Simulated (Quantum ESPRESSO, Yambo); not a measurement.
# KF (Carobbiite): G0W0 in Yambo against the screening cutoff

Wanted: the cheapest screening cutoff that holds the gap of KF (Carobbiite).

Method: PBE and many-body steps on it, plane waves, in Yambo 5.3.0.

## (1) The starting structure

It takes space group Fm-3m (No. 225, cubic). Conventional cell: a = 5.344 Å, b = 5.344 Å, c = 5.344 Å, α = 90.00°, β = 90.00°, γ = 90.00°. Nearest to K lie 6 F at 2.67 Å. F has 6 K at 2.67 Å nearest. Farther neighbours and most contacts between anions are not listed.

Coordinates:

```cif
data_structure
_symmetry_space_group_name_H-M 'P 1'
_symmetry_Int_Tables_number 1
_cell_length_a 3.7786
_cell_length_b 3.7786
_cell_length_c 3.7786
_cell_angle_alpha 60.000
_cell_angle_beta 60.000
_cell_angle_gamma 60.000
_cell_volume 38.15
loop_
_atom_site_label
_atom_site_type_symbol
_atom_site_fract_x
_atom_site_fract_y
_atom_site_fract_z
_atom_site_occupancy
K1 K 0.00000 0.00000 0.00000 1
F2 F 0.50000 0.50000 0.50000 1
```

The cell and positions come from the Crystallography Open Database and are kept as given unless a step says otherwise.

## (2) 3.25 Ha

This step: Yambo 5.3.0; G0W0 on PBE, plane waves, norm-conserving pseudopotentials.

Now the one-shot GW correction: screening in the RPA, then the self-energy of the levels asked for.

Contents of gw7.in:

```
HF_and_locXC
gw0
dyson
ppa
em1d
rim_cut
RandQpts= 1000000
RandGvec= 1 RL
EXXRLvcs= 72 Ry
VXCRLvcs= 288 Ry
Chimod= "HARTREE"
% BndsRnXp
 1 | 121 |
%
NGsBlkXp= 6.5 Ry
% LongDrXp
 1 | 1 | 1 |
%
% GbndRnge
 1 | 121 |
%
DysSolver= "n"
ExtendOut
PPAPntXp= 27.21138 eV
% QPkrange
 1 | 1 | 7 | 10 |
%
```

Launch:

```bash
$ OMP_NUM_THREADS=1 mpirun -n 8 yambo -F gw7.in -J gw7 -C gw7 > gw7.log
```

The log of the run:

```text
 Yambo, version 5.3.0

 [02] CORE Variables Setup
 =========================

  [... cell, symmetries and grids as in the set-up ...]

  [02.05] Energies & Occupations
  ==============================

  [X] === General ===
  [X] Electronic Temperature                        :  0.000000  0.000000 [eV K]
  [X] Bosonic    Temperature                        :  0.000000  0.000000 [eV K]
  [X] Finite Temperature mode                       : no
  [X] El. density                                   :  0.41942E+24 [cm-3]
  [X] Fermi Level                                   :  1.536557 [eV]

  [X] === Gaps and Widths ===
  [X] Conduction Band Min                           :  6.199421 [eV]
  [X] Valence Band Max                              :  0.000000 [eV]
  [X] Filled Bands                                  :   8
  [X] Empty Bands                                   :     9   458
  [X] Direct Gap                                    :  6.199421 [eV]
  [X] Direct Gap localized at k                     :  1
  [X] Indirect Gap                                  :  6.199421 [eV]
  [X] Indirect Gap between kpts                     :  1  1
  [X] Last valence band width                       :  0.344584 [eV]
  [X] 1st conduction band width                     :  3.553835 [eV]

 [03] Transferred momenta grid and indexing
 ==========================================

 IBZ Q-points                                      :   8
 BZ  Q-points                                      :   64

 K/Q-points units:
 rlu = crystal or reduced units; cc = cartesian coordinates; iku = interal k-units

 Q [1]          [rlu]:  0.000000  0.000000  0.000000
 Q [2]          [rlu]:  0.16981E-17  0.16981E-17  0.25000
 Q [3]          [rlu]: -0.33962E-17 -0.33962E-17 -0.50000
 Q [4]          [rlu]:  0.74356E-19  0.25000      0.25000
 Q [5]          [rlu]: -0.62307E-17  0.25000      0.50000
 Q [6]          [rlu]: -0.33962E-17  0.25000     -0.25000
 Q [7]          [rlu]: -0.14871E-18 -0.50000     -0.50000
 Q [8]          [rlu]:  0.250000 -0.500000 -0.250000

 [04] Coloumb potential Random Integration (RIM)
 ===============================================

  [04.01] RIM initialization
  ==========================

  * Diagonal components only detected *

  8 x (sBL volume)        :  0.120444 [a.u.]
  sBZ random points       :  1000000
  Points outside the sBZ  :   7996195
  RL volume               :  0.963556 [a.u.]
  Integrated volume       :  0.964014 [a.u.]

  [04.02] RIM integrals
  =====================

  Gamma point sphere radius             :  0.089580 [a.u.]
  Points outside the sphere             :   799659
  [Int_sBZ(q=0) 1/q^2]*(Vol_sBZ)^(-1/3) =:  7.764404
                                 should be <:  7.795600

  Summary of Coulomb integrals for non-metallic bands |Q|[au] RIM/Bare

  Q [1] 0.100000E-4 0.995998 * Q [2] 0.269426 1.064955
  Q [4] 0.311106 1.063169 * Q [6] 0.439971 1.026119
  Q [5] 0.515912 1.019126 * Q [3] 0.538852 1.017184
  Q [7] 0.622213 1.014132 * Q [8] 0.695655 1.011034

 [WARNING] [Xp] User bands 1-121 break level degeneracy

 [05] Dipoles
 ============

  [05.01] Setup: observables and procedures
  =========================================

 [06] Dynamic Dielectric Matrix (PPA)
 ====================================

 [SLK-Inversion]  Pools        :  2
 [SLK-Inversion]  BLACS grid   :  2  2

 [WR./gw7//ndb.pp]---------------------------------------------------------------
  Brillouin Zone Q/K grids (IBZ/BZ)                :    8   64    8   64
  RL vectors                                       :   3383 [WF]
  Coulomb cutoff potential                         : none
  Electronic Temperature                           :  0.000000 [K]
  Bosonic    Temperature                           :  0.000000 [K]
  PPA    diel. fun.  energies                      : Perdew, Burke & Ernzerhof(X)+Perdew, Burke & Ernzerhof(C)
  wavefunctions                                    : Perdew, Burke & Ernzerhof(X)+Perdew, Burke & Ernzerhof(C)
  Global Gauge                                     : length
  X matrix size                                    :   65
  X band range                                     :    1  121
  X e/h energy range                               : -1.000000 -1.000000 [eV]
  X Time ordering                                  : R
  X Hxc Kernel                                     : HARTREE
  X Drude frequency                                :  0.000000  0.000000
  X poles                                          :  100.0000 [o/o]
  RL vectors in the sum                            :   3383
  [r,Vnl] included                                 : yes
  Field direction                                  :  0.577350E-5  0.577350E-5  0.577350E-5
  BZ energy Double Grid                            : no
  BZ energy DbGd points                            : 0
  BZ Q point size factor                           : -1.000000
  X Optical Averaged directions                    : none

 [07] Local Exchange-Correlation + Non-Local Fock
 ================================================

 [VXC] Plane waves :  21187
 [EXS] Plane waves :  2733

 QP @ state[ 1 ] K range:  1  1
 QP @ state[ 1 ] b range:   7  10

 [xc] Functional : Perdew, Burke & Ernzerhof(X)+Perdew, Burke & Ernzerhof(C)
 [xc] LIBXC used to calculate xc functional
  PP Number of Atomic Species                      :  2
  NLCC RL compoments                               :  21187
  PP Number of Atomic Species                      :  2
  NLCC RL compoments                               :  21187

 [xc] E_xc :  -9.052398 [Ha]
      E_xc :  -18.10480 [Ry]

  Local XC kind (lXC) : Perdew, Burke & Ernzerhof(X)+Perdew, Burke & Ernzerhof(C)
  Non-Local XC kind (nlXC) : Hartree-Fock

  Corrections @ K [1] :  [eV]
 <7|nlXC|7> = -29.45294  0.74119E-17 <7|lXC|7> = -21.89882  0.000000
 <8|nlXC|8> = -29.45293  0.99279E-17 <8|lXC|8> = -21.89882  0.94408E-16
 <9|nlXC|9> = -4.028151 -0.10527E-17 <9|lXC|9> = -7.969212 -0.18882E-15
 <10|nlXC|10> = -4.982402  0.10107E-17 <10|lXC|10> = -10.84085  0.18882E-15

 [08] Dyson equation: Newton solver
 ==================================

  [08.01] G0W0 (W PPA)
  ====================

  [  GW  ] Bands range     :    1  121
  [GW/PPA] G damping       :  0.100000 [eV]

  QP @ state[ 1 ] K range:  1  1
  QP @ state[ 1 ] b range:   7  10

   Sc/G bands                                       :    1  121
   Sc/G damping                                     :  0.100000 ev
   Sc bands terminator                              : no
   Sx RL components                                 :  2733

   QP @ state[ 1 ] K range                          :  1  1
   QP @ state[ 1 ] b range                          :   7  10
   GF energies kind                                 : Perdew, Burke & Ernzerhof(X)+Perdew, Burke & Ernzerhof(C)
   GF WF`s kind                                     : Perdew, Burke & Ernzerhof(X)+Perdew, Burke & Ernzerhof(C)
   Xs energies kind                                 : Perdew, Burke & Ernzerhof(X)+Perdew, Burke & Ernzerhof(C)
   Xs WF`s kind                                     : Perdew, Burke & Ernzerhof(X)+Perdew, Burke & Ernzerhof(C)

 [11] Game Over & Game summary
```

Elapsed: 15 s, on 8 MPI ranks of Arm Neoverse V1, shared host; peak memory 2.8 GiB.

Numbers from this step:

```yaml
g0w0_gap_on_the_points_computed: 9.587 eV
starting_gap_on_the_mesh: 6.199 eV
k_of_the_valence_top: 0, 0, 0
k_of_the_conduction_bottom: 0, 0, 0
least_direct_g0w0_gap_on_the_computed_points: 9.587 eV
z_at_the_valence_top: 0.8191
z_at_the_conduction_bottom: 0.9022
```

The gap on the mesh goes from 6.20 eV to 9.59 eV, a correction of +3.39 eV.

## (3) 5.25 Ha

Contents of gw8.in:

```
HF_and_locXC
gw0
dyson
ppa
em1d
rim_cut
RandQpts= 1000000
RandGvec= 1 RL
EXXRLvcs= 72 Ry
VXCRLvcs= 288 Ry
Chimod= "HARTREE"
% BndsRnXp
 1 | 121 |
%
NGsBlkXp= 10.5 Ry
% LongDrXp
 1 | 1 | 1 |
%
% GbndRnge
 1 | 121 |
%
DysSolver= "n"
ExtendOut
PPAPntXp= 27.21138 eV
% QPkrange
 1 | 1 | 7 | 10 |
%
```

Launch:

```bash
$ OMP_NUM_THREADS=1 mpirun -n 8 yambo -F gw8.in -J gw8 -C gw8 > gw8.log
```

The log of the run:

```text
 Yambo, version 5.3.0

 [02] CORE Variables Setup
 =========================

  [... cell, symmetries and grids as in the set-up ...]

  [02.05] Energies & Occupations
  ==============================

  [X] === General ===
  [X] Electronic Temperature                        :  0.000000  0.000000 [eV K]
  [X] Bosonic    Temperature                        :  0.000000  0.000000 [eV K]
  [X] Finite Temperature mode                       : no
  [X] El. density                                   :  0.41942E+24 [cm-3]
  [X] Fermi Level                                   :  1.536557 [eV]

  [X] === Gaps and Widths ===
  [X] Conduction Band Min                           :  6.199421 [eV]
  [X] Valence Band Max                              :  0.000000 [eV]
  [X] Filled Bands                                  :   8
  [X] Empty Bands                                   :     9   458
  [X] Direct Gap                                    :  6.199421 [eV]
  [X] Direct Gap localized at k                     :  1
  [X] Indirect Gap                                  :  6.199421 [eV]
  [X] Indirect Gap between kpts                     :  1  1
  [X] Last valence band width                       :  0.344584 [eV]
  [X] 1st conduction band width                     :  3.553835 [eV]

 [03] Transferred momenta grid and indexing
 ==========================================

 IBZ Q-points                                      :   8
 BZ  Q-points                                      :   64

 K/Q-points units:
 rlu = crystal or reduced units; cc = cartesian coordinates; iku = interal k-units

 Q [1]          [rlu]:  0.000000  0.000000  0.000000
 Q [2]          [rlu]:  0.16981E-17  0.16981E-17  0.25000
 Q [3]          [rlu]: -0.33962E-17 -0.33962E-17 -0.50000
[...]
================================================

 [VXC] Plane waves :  21187
 [EXS] Plane waves :  2733

 QP @ state[ 1 ] K range:  1  1
 QP @ state[ 1 ] b range:   7  10

 [xc] Functional : Perdew, Burke & Ernzerhof(X)+Perdew, Burke & Ernzerhof(C)
 [xc] LIBXC used to calculate xc functional
  PP Number of Atomic Species                      :  2
  NLCC RL compoments                               :  21187
  PP Number of Atomic Species                      :  2
  NLCC RL compoments                               :  21187

 [xc] E_xc :  -9.052398 [Ha]
      E_xc :  -18.10480 [Ry]

  Local XC kind (lXC) : Perdew, Burke & Ernzerhof(X)+Perdew, Burke & Ernzerhof(C)
  Non-Local XC kind (nlXC) : Hartree-Fock

  Corrections @ K [1] :  [eV]
 <7|nlXC|7> = -29.45294  0.74119E-17 <7|lXC|7> = -21.89882  0.000000
 <8|nlXC|8> = -29.45293  0.99279E-17 <8|lXC|8> = -21.89882  0.94408E-16
 <9|nlXC|9> = -4.028151 -0.10527E-17 <9|lXC|9> = -7.969212 -0.18882E-15
 <10|nlXC|10> = -4.982402  0.10107E-17 <10|lXC|10> = -10.84085  0.18882E-15

 [08] Dyson equation: Newton solver
 ==================================

  [08.01] G0W0 (W PPA)
  ====================

  [  GW  ] Bands range     :    1  121
  [GW/PPA] G damping       :  0.100000 [eV]

  QP @ state[ 1 ] K range:  1  1
  QP @ state[ 1 ] b range:   7  10

   Sc/G bands                                       :    1  121
   Sc/G damping                                     :  0.100000 ev
   Sc bands terminator                              : no
   Sx RL components                                 :  2733

   QP @ state[ 1 ] K range                          :  1  1
   QP @ state[ 1 ] b range                          :   7  10
   GF energies kind                                 : Perdew, Burke & Ernzerhof(X)+Perdew, Burke & Ernzerhof(C)
   GF WF`s kind                                     : Perdew, Burke & Ernzerhof(X)+Perdew, Burke & Ernzerhof(C)
   Xs energies kind                                 : Perdew, Burke & Ernzerhof(X)+Perdew, Burke & Ernzerhof(C)
   Xs WF`s kind                                     : Perdew, Burke & Ernzerhof(X)+Perdew, Burke & Ernzerhof(C)

 [11] Game Over & Game summary
```

The job ended after 20 s (8 MPI ranks; peak memory 2.8 GiB).

This step gave:

| Property | Result |
| --- | --- |
| G0W0 gap on the points computed | 9.576 eV |
| starting gap on the mesh | 6.199 eV |
| k of the valence top | 0, 0, 0 |
| k of the conduction bottom | 0, 0, 0 |
| least direct G0W0 gap on the computed points | 9.576 eV |
| Z at the valence top | 0.8121 |
| Z at the conduction bottom | 0.9007 |

Against the run before, the gap moves by −0.011 eV.

## (4) 10.5 Ha

Contents of gw9.in:

```
HF_and_locXC
gw0
dyson
ppa
em1d
rim_cut
RandQpts= 1000000
RandGvec= 1 RL
EXXRLvcs= 72 Ry
VXCRLvcs= 288 Ry
Chimod= "HARTREE"
% BndsRnXp
 1 | 121 |
%
NGsBlkXp= 21 Ry
% LongDrXp
 1 | 1 | 1 |
%
% GbndRnge
 1 | 121 |
%
DysSolver= "n"
ExtendOut
PPAPntXp= 27.21138 eV
% QPkrange
 1 | 1 | 7 | 10 |
%
```

Launch:

```bash
$ OMP_NUM_THREADS=1 mpirun -n 8 yambo -F gw9.in -J gw9 -C gw9 > gw9.log
```

The log of the run:

```text
 Yambo, version 5.3.0

 [02] CORE Variables Setup
 =========================

  [... cell, symmetries and grids as in the set-up ...]

  [02.05] Energies & Occupations
  ==============================

  [X] === General ===
  [X] Electronic Temperature                        :  0.000000  0.000000 [eV K]
  [X] Bosonic    Temperature                        :  0.000000  0.000000 [eV K]
  [X] Finite Temperature mode                       : no
  [X] El. density                                   :  0.41942E+24 [cm-3]
[...]
Sx RL components                                 :  2733

   QP @ state[ 1 ] K range                          :  1  1
   QP @ state[ 1 ] b range                          :   7  10
   GF energies kind                                 : Perdew, Burke & Ernzerhof(X)+Perdew, Burke & Ernzerhof(C)
   GF WF`s kind                                     : Perdew, Burke & Ernzerhof(X)+Perdew, Burke & Ernzerhof(C)
   Xs energies kind                                 : Perdew, Burke & Ernzerhof(X)+Perdew, Burke & Ernzerhof(C)
   Xs WF`s kind                                     : Perdew, Burke & Ernzerhof(X)+Perdew, Burke & Ernzerhof(C)

 [11] Game Over & Game summary
```

It took 64 s on 8 MPI ranks; peak memory 2.8 GiB.

This step gave:

```yaml
g0w0_gap_on_the_points_computed: 9.542 eV
starting_gap_on_the_mesh: 6.199 eV
k_of_the_valence_top: 0, 0, 0
k_of_the_conduction_bottom: 0, 0, 0
least_direct_g0w0_gap_on_the_computed_points: 9.542 eV
```

Against the run before, the gap moves by −0.034 eV.

## (5) 13 Ha

Contents of gw10.in:

```
HF_and_locXC
gw0
dyson
ppa
em1d
rim_cut
RandQpts= 1000000
RandGvec= 1 RL
EXXRLvcs= 72 Ry
VXCRLvcs= 288 Ry
Chimod= "HARTREE"
% BndsRnXp
 1 | 121 |
%
NGsBlkXp= 26 Ry
% LongDrXp
 1 | 1 | 1 |
%
% GbndRnge
 1 | 121 |
%
DysSolver= "n"
ExtendOut
PPAPntXp= 27.21138 eV
% QPkrange
 1 | 1 | 7 | 10 |
%
```

Launch:

```bash
$ OMP_NUM_THREADS=1 mpirun -n 8 yambo -F gw10.in -J gw10 -C gw10 > gw10.log
```

The log of the run:

```text
 Yambo, version 5.3.0

 [02] CORE Variables Setup
 =========================

  [... cell, symmetries and grids as in the set-up ...]

  [02.05] Energies & Occupations
  ==============================

  [X] === General ===
  [X] Electronic Temperature                        :  0.000000  0.000000 [eV K]
  [X] Bosonic    Temperature                        :  0.000000  0.000000 [eV K]
  [X] Finite Temperature mode                       : no
  [X] El. density                                   :  0.41942E+24 [cm-3]
[...]
Sx RL components                                 :  2733

   QP @ state[ 1 ] K range                          :  1  1
   QP @ state[ 1 ] b range                          :   7  10
   GF energies kind                                 : Perdew, Burke & Ernzerhof(X)+Perdew, Burke & Ernzerhof(C)
   GF WF`s kind                                     : Perdew, Burke & Ernzerhof(X)+Perdew, Burke & Ernzerhof(C)
   Xs energies kind                                 : Perdew, Burke & Ernzerhof(X)+Perdew, Burke & Ernzerhof(C)
   Xs WF`s kind                                     : Perdew, Burke & Ernzerhof(X)+Perdew, Burke & Ernzerhof(C)

 [11] Game Over & Game summary
```

Elapsed: 1.8 min, on 8 MPI ranks; peak memory 2.8 GiB; 14 min of CPU time.

Numbers from this step:

| Item | Value |
| --- | --- |
| G0W0 gap on the points computed | 9.532 eV |
| starting gap on the mesh | 6.199 eV |
| k of the valence top | 0, 0, 0 |
| k of the conduction bottom | 0, 0, 0 |
| least direct G0W0 gap on the computed points | 9.532 eV |

Against the run before, the gap moves by −0.010 eV.

## (6) 16.25 Ha

Contents of gw11.in:

```
HF_and_locXC
gw0
dyson
ppa
em1d
rim_cut
RandQpts= 1000000
RandGvec= 1 RL
EXXRLvcs= 72 Ry
VXCRLvcs= 288 Ry
Chimod= "HARTREE"
% BndsRnXp
 1 | 121 |
%
NGsBlkXp= 32.5 Ry
% LongDrXp
 1 | 1 | 1 |
%
% GbndRnge
 1 | 121 |
%
DysSolver= "n"
ExtendOut
PPAPntXp= 27.21138 eV
% QPkrange
 1 | 1 | 7 | 10 |
%
```

Launch:

```bash
$ OMP_NUM_THREADS=1 mpirun -n 8 yambo -F gw11.in -J gw11 -C gw11 > gw11.log
```

The log of the run:

```text
 Yambo, version 5.3.0

 [02] CORE Variables Setup
 =========================

  [... cell, symmetries and grids as in the set-up ...]

  [02.05] Energies & Occupations
  ==============================

  [X] === General ===
  [X] Electronic Temperature                        :  0.000000  0.000000 [eV K]
  [X] Bosonic    Temperature                        :  0.000000  0.000000 [eV K]
  [X] Finite Temperature mode                       : no
  [X] El. density                                   :  0.41942E+24 [cm-3]
[...]
Sx RL components                                 :  2733

   QP @ state[ 1 ] K range                          :  1  1
   QP @ state[ 1 ] b range                          :   7  10
   GF energies kind                                 : Perdew, Burke & Ernzerhof(X)+Perdew, Burke & Ernzerhof(C)
   GF WF`s kind                                     : Perdew, Burke & Ernzerhof(X)+Perdew, Burke & Ernzerhof(C)
   Xs energies kind                                 : Perdew, Burke & Ernzerhof(X)+Perdew, Burke & Ernzerhof(C)
   Xs WF`s kind                                     : Perdew, Burke & Ernzerhof(X)+Perdew, Burke & Ernzerhof(C)

 [11] Game Over & Game summary
```

Elapsed: 3.1 min, on 8 MPI ranks; peak memory 2.9 GiB.

Numbers from this step:

```
G0W0 gap on the points computed              : 9.525 eV
starting gap on the mesh                     : 6.199 eV
k of the valence top                         : 0, 0, 0
k of the conduction bottom                   : 0, 0, 0
least direct G0W0 gap on the computed points : 9.525 eV
```

Against the run before, the gap moves by −0.008 eV.

## (7) The runs together

Times are wall times on 8 MPI ranks of Arm Neoverse V1, shared host, good to a factor of about two.

```
     run   mesh  bands  screening cutoff (eV)  DFT gap (eV)  gap on the mesh (eV)  direct (eV)     time
 3.25 Ha  4×4×4    121                   88.4         6.199                 9.587        9.587     15 s
 5.25 Ha  4×4×4    121                  142.9         6.199                 9.576        9.576     20 s
 10.5 Ha  4×4×4    121                  285.7         6.199                 9.542        9.542     64 s
   13 Ha  4×4×4    121                  353.7         6.199                 9.532        9.532  1.8 min
16.25 Ha  4×4×4    121                  442.2         6.199                 9.525        9.525  3.1 min
```

## (8) Outcome

```
3.25 Ha      : 9.587 eV
5.25 Ha      : 9.576 eV
10.5 Ha      : 9.542 eV
13 Ha        : 9.532 eV
16.25 Ha     : 9.525 eV
known limits : not at the basis limit; coarse k mesh
```

In words: The setting moved: screening cutoff. From 3.25 Ha to 16.25 Ha the gap moves by −0.06 eV, for 12 times the time. It holds to 0.03 eV from 10.5 Ha on. Bands and screening cutoff are coupled, so a series along one setting does not show full convergence. Bands and cutoff are finite, so the gap is not at the basis limit. The miss can reach some tenths of an eV and take either sign; the mesh is an error of its own. In the G0W0 runs levels were corrected at 1 k point alone, so a gap called «on the mesh» is the least over those, and an edge elsewhere would be missed. The 4×4×4 mesh is coarse for this cell, which bears on the long-range parts of exchange and screening.

[Paths, hosts, dates, memory and timing lines, banners, echoed tables and standing remarks are left out of the program output.]

[Logs are printed without paths, hosts, clocks, repeated set-up lines and the standing remarks that a program may print on its own settings, such as how far it seeks lower states.]

[Runs of the session that timed out or met a known fault of the program may be left out.]

[Hosts, paths, dates, database ids (printed as entryN), source tags and the programs' standing remarks are cut or masked in the printed files.]
